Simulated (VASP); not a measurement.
The system is AlAs.

```
Al As
1.0
     0.00000    2.83040    2.83040
     2.83040    0.00000    2.83040
     2.83040    2.83040    0.00000
Al As
1 1
Direct
  0.00000 0.00000 0.00000
  0.25000 0.25000 0.25000
```

Base run:

```yaml
Program: VASP 6.6.1
Functional: LDA
Potentials_or_basis: VASP PAW LDA potentials, release 64 (Al, As)
Cutoff: 520 eV
k_mesh: 7 × 7 × 7
Occupations: fermi-dirac, width 0.02 eV
Spin: no spin polarisation
```

Its results: band gap on the k mesh 1.45 eV, indirect (least direct gap 1.88 eV); pressure -0.9 GPa.

Problem. The run is repeated on the same cell with these changes: cutoff from 520 eV to 300 eV; k mesh from 7 × 7 × 7 to 4 × 4 × 4. What comes out?

Solution. Band gap on the k mesh 1.30 eV, indirect (least direct gap 1.87 eV); pressure -0.6 GPa.

Caveats: some runs use coarse meshes; an odd mesh through Γ misses points on the zone boundary, where band edges often lie (some runs).
